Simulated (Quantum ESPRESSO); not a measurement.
## GaN: phonons with PBE+D2

Crystal: GaN.

```
Ga N
1.0
     0.00000    2.25350    2.25350
     2.25350    0.00000    2.25350
     2.25350    2.25350    0.00000
Ga N
1 1
Direct
  0.00000 0.00000 0.00000
  0.25000 0.25000 0.25000
```

The cell is a database's computed one.

* Program: Quantum ESPRESSO 7.5
* Task: phonons
* Functional: PBE
* Dispersion: D2
* Potentials or basis: PseudoDojo 0.4.1 SR PBE standard
* Cutoff: 1143 eV
* Density cutoff: 4572 eV
* k mesh: 8 × 8 × 8, shifted
* Occupations: fermi-dirac, width 0.05 eV
* Spin: no spin polarisation
* Mixing beta: 0.5
* Most SCF iterations: 120
* SCF threshold: 4e-10 Ry

```yaml
Relaxed_volume: 11.65 Å³/atom
Relaxed_cell: a = 3.206 Å, b = 3.206 Å, c = 3.206 Å, α = 60.00°, β = 60.00°, γ = 60.00°
Space_group_after_relaxing_to_0.05_Å: F-43m (No. 216)
Pressure_after_relaxing: 0.0 GPa
Electronic_dielectric_tensor_diagonal: 6.06
Born_charges_mean_of_the_diagonal: Ga +2.69; N -2.69 e
Highest_phonon_frequency_at_Γ_LO-TO_splitting_left_out: 523 cm⁻¹
Static_dielectric_tensor_diagonal: 10.86
```

The path:
```tsv
step	energy change (eV)	largest force (eV/Å)	pressure (GPa)	volume (Å³)
1	0.0000	0.0000	3.31	22.89
2	-0.0042	0.0000	0.24	23.28
3	-0.0043	0.0000	0.00	23.31
4	-0.0043	0.0000	0.00	23.31
```

Final structure:
```xyz
2
Lattice="0.0000 2.2672 2.2672 2.2672 0.0000 2.2672 2.2672 2.2672 0.0000" Properties=species:S:1:pos:R:3 pbc="T T T"
Ga    0.0000    0.0000    0.0000
N     1.1336    1.1336    1.1336
```

Levels at points of the mesh, in eV from the valence-band top:
| k point | band 5 | band 6 | band 7 | band 8 | band 9 | band 10 | band 11 | band 12 | band 13 | band 14 |
| --- | --- | --- | --- | --- | --- | --- | --- | --- | --- | --- |
| (0.06, 0.06, 0.06) | -13.22 | -13.22 | -0.48 | 0.00 | 0.00 | 2.12 | 10.06 | 10.35 | 10.35 | 17.62 |

Phonon frequencies in cm⁻¹ (negative: imaginary):
```tsv
q point	frequencies
(0.000, 0.000, 0.000)	4 4 4 523 523 523
```

Electronic dielectric tensor:
```
6.06 0.00 0.00
0.00 6.06 0.00
0.00 0.00 6.06
```

Born effective charge tensors (e):
atom 1, Ga
```
2.69 0.00 0.00
0.00 2.69 0.00
0.00 0.00 2.69
```
atom 2, N
```
-2.69  0.00  0.00
 0.00 -2.69  0.00
 0.00  0.00 -2.69
```

Optical modes at Γ, degenerate ones joined, polar ones without the macroscopic field:
| cm⁻¹ | components | symmetry | active in | IR intensity, summed ((D/Å)²/amu) |
| --- | --- | --- | --- | --- |
| 523 | 3 | T2 | IR and Raman | 43.02 |

Zone-centre frequencies without and with the macroscopic field along z (cm⁻¹):
```csv
,optical modes in rising order
without,523 523 523
with the field,523 523 700
```

Static dielectric tensor, electrons and zone-centre modes:
```
10.86  0.00  0.00
 0.00 10.86  0.00
 0.00  0.00 10.86
```

Wall time 22 min on 1 thread of Arm Neoverse N1, with other jobs on the host, peak memory 0.07 GiB.
